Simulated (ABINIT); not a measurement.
Runs of ABINIT 10.8.3 (patched build) on I. Symmetry: Fmmm, No. 69, orthorhombic system. The conventional cell has a = 4.384 Å, b = 4.731 Å, c = 7.820 Å, α = 90.00°, β = 90.00°, γ = 90.00°. Around I (site symmetry mmm) lie 4 I at 3.23 Å. 

```csv
task,level,potentials or basis,k mesh,gap on the mesh (eV),pressure (GPa)
single point,PBEsol,JTH PAW PBE v2.0,12 × 12 × 12,none,(a)
band structure,RPBE,JTH PAW PBE v2.0,9 × 9 × 9,none,1.8
band structure,BP86,JTH PAW PBE v2.0,9 × 9 × 9,none,0.8
band structure,revPBE,JTH PAW PBE v2.0,9 × 9 × 9,none,1.5
```

Alike in all rows: no spin polarisation; cell as given; cutoff (eV) 408; smearing fermi-dirac 0.05 eV.

Task: Estimate the missing entries.

Result: (a) -1.2.

Caveats: the PAW data sets were made with another functional, which shifts forces and pressure a little; an odd number of electrons without spin polarisation forces a metal; a magnetic or distorted state may lie lower; spin-orbit coupling is left out, which moves the levels of the heavy elements (some runs).

A k mesh can miss the band edges, and the runs leave out spin-orbit coupling on I.

A gap of «none» marks a metal or a gap under the smearing width.

Runs at the PBE level aren't shown here.
